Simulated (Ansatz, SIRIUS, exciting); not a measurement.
**Ta: 4 runs at one level of theory**

```
Ta
1.0
    -0.04574    2.10735    2.09976
     2.09477   -0.03610    2.09011
     2.08101    2.08395   -0.02234
Ta
1
Direct
  0.00699 0.00244 0.99341
```

This isn't the form of Ta at room conditions, which is bcc.

The given cell was strained at random by a few per cent at fixed volume.

Alike in all runs: task single point; functional PBEsol; k mesh 11 × 11 × 11; occupations fermi-dirac, width 0.05 eV; no spin polarisation; no spin-orbit coupling. Pressure is positive in compression and, in plane waves, holds the error of the finite cutoff, which Ansatz's Pulay term estimates and takes out.

```json
{"program and potentials": "Ansatz, Ansatz PAW", "plane-wave cutoff (eV)": "420", "notes": "potentials made for PBE, which Ansatz adapts in part; Pulay term of +0.05 GPa included", "pressure (GPa)": "-5.72", "energy over the undisturbed cell (meV/atom)": "3.95"}
{"program and potentials": "SIRIUS, PseudoDojo 0.4.1 PBEsol standard (scalar relativistic)", "plane-wave cutoff (eV)": "807", "notes": "-", "pressure (GPa)": "-5.59", "energy over the undisturbed cell (meV/atom)": "4.03"}
{"program and potentials": "Ansatz, all-electron LAPW, scalar-relativistic", "plane-wave cutoff (eV)": "-", "notes": "-", "pressure (GPa)": "-5.72", "energy over the undisturbed cell (meV/atom)": "-"}
{"program and potentials": "exciting, all-electron LAPW+lo, shipped species files, valence relativity iora*", "plane-wave cutoff (eV)": "-", "notes": "-", "pressure (GPa)": "-", "energy over the undisturbed cell (meV/atom)": "3.93"}
```

The pressure spans -5.72 (Ansatz, Ansatz PAW) to -5.59 GPa (SIRIUS, PseudoDojo 0.4.1 PBEsol standard (scalar relativistic)), with all-electron results at -5.72.

The functional is the same throughout but for its coding, so the spread measures potentials, basis and numerics; runs on potential files found faulty are left out.

The negative pressure means that this nearly fcc cell is stretched beyond its PBEsol equilibrium volume and would contract if released. A lattice parameter taken from PBE would probably have this effect, since PBEsol generally binds 5d metals more tightly.

The distortion is almost entirely a shear of the cubic axes, with their lengths nearly equal. The energy rise in both plane-wave runs therefore reflects mainly resistance to shear, which in fcc changes both the lengths of the nearest-neighbour bonds and the angles between them. It doesn't conflict with the known instability of fcc tantalum towards bcc, which follows a tetragonal path that this strain hardly samples. That instability stems from the partly filled d band: at the electron count of group 5, bcc places more of the occupied states in the bonding region below a pseudogap.

The close pressures support the use of either potential for the elastic response near this geometry, but a small energy rise under one shear doesn't establish that the fcc form is mechanically stable.
